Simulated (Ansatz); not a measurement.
Crystal: Al, simple cubic type, 1 atom in the cell.

These are results of PBE, plane waves, PAW datasets (generated soft set 1) (Ansatz 0.2.0 development build), not measurements.

Cutoff 700 eV; k-mesh 20×20×20 Γ-centred; Fermi–Dirac smearing of 0.0612 eV; no spin polarisation.

The fit to the energies gives V₀ = 20.163 Å³/atom (a₀ = 2.722 Å), B₀ = 57.4 GPa, B₀′ = 4.45.

**Question.** What pressure does the program print at V = 20.978 Å³/atom, and how far above the lowest computed point (V = 20.171 Å³/atom) does the energy lie?

**Answer.** -2.08 GPa and 5.49 meV/atom. All points:

```json
{"V (Å³/atom)": "19.767", "a (Å)": "2.7039", "E − E(min) (meV/atom)": "1.44", "P (GPa)": "1.18"}
{"V (Å³/atom)": "20.171", "a (Å)": "2.7221", "E − E(min) (meV/atom)": "0.00", "P (GPa)": "-0.02"}
{"V (Å³/atom)": "20.574", "a (Å)": "2.7402", "E − E(min) (meV/atom)": "1.45", "P (GPa)": "-1.11"}
{"V (Å³/atom)": "20.978", "a (Å)": "2.7579", "E − E(min) (meV/atom)": "5.49", "P (GPa)": "-2.08"}
{"V (Å³/atom)": "21.381", "a (Å)": "2.7755", "E − E(min) (meV/atom)": "11.85", "P (GPa)": "-2.96"}
```

The published all-electron PBE values for this crystal (mean of FLEUR and WIEN2k, k-spacing 0.06 Å⁻¹; Bosoni et al., Nat. Rev. Phys. 6, 45 (2024)) are V₀ = 20.155 Å³/atom, B₀ = 56.8 GPa, B₀′ = 4.42. This run's mesh is coarser (spacing 0.11 Å⁻¹), so part of any difference comes from k-sampling.

The stress includes the program's correction for the finite plane-wave basis.

This cubic structure is a model: it isn't the usual form of the substance at ambient conditions, and such phases are metastable or hypothetical. The k-mesh is modest, so these values aren't fully converged in k.
